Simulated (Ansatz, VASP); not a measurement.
**ZnO: VASP beside Ansatz**

```
Zn O
1.0
     2.97686    0.00000    0.00000
    -1.48843    2.57804    0.00000
     0.00000    0.00000    5.12563
Zn O
2 2
Direct
  0.00000 0.00000 0.00000
  0.00000 0.00000 0.50000
  0.33333 0.66667 0.25000
  0.66667 0.33333 0.75000
```

The cell was built by a generator and needn't be a form met in nature.

Alike in both runs: task single point; functional PBE; k mesh 12 × 12 × 6; occupations fermi-dirac, width 0.02 eV; no spin polarisation.

|  | VASP | Ansatz |
| --- | --- | --- |
| version | VASP 6.6.1 | Ansatz 0.2.0 |
| potentials or method | VASP PAW PBE potentials, release 64 (Zn, O) | plane waves, PAW |
| plane-wave cutoff (eV) | 520 | 420 |
| valence electrons in the cell | 36 | 36 |

VASP gave:

* gap on the k mesh at the Fermi level (eV): 0.73
* pressure (GPa): 9.1
* largest component of the traceless stress (GPa): 0.35

Question: Which values does Ansatz return?

Answer: gap on the k mesh at the Fermi level (eV): 0.75; pressure (GPa): 8.0; largest component of the traceless stress (GPa): 0.27.

The functional is the same, so the differences come from potentials, cutoffs and numerics.

As with any semilocal functional, this PBE gap is likely too small.
